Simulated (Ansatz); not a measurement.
CsI:
```
CsI
1.0
    4.50710     0.00000     0.00000
    0.00000     4.50710     0.00000
    0.00000     0.00000     4.50710
Cs I
1 1
Direct
  0.00000   0.00000   0.00000
  0.50000   0.50000   0.50000
```

This is the PBEsol-relaxed structure.

Task: All from PBEsol in the plane-wave PAW code Ansatz, unless another level is named. Estimate the formation energy from the elements (no fitted shifts).

Result: -1.54 eV/atom.

Task: Give the hole effective mass.

Result: 0.37, 2.6, 2.6 mₑ (principal values).

Task: Next, the electron effective mass with spin–orbit coupling?

Result: 0.26 mₑ (isotropic).

Task: What about the gap with spin–orbit coupling?

Result: 3.59 eV.

Task: And the weight of the conduction-edge state by species (Voronoi cells)?

Result: Cs 57 %, I 43 %.

Task: Give the valence-band maximum.

Result: at M.

Space group Pm-3m (CsCl type). Symmetry was held in the PBEsol relaxation. The references are the lowest solids computed at this level, not always the standard phases. Spin–orbit coupling is left out wherever it is not named.

Potentials: the later of the program's two PAW sets.
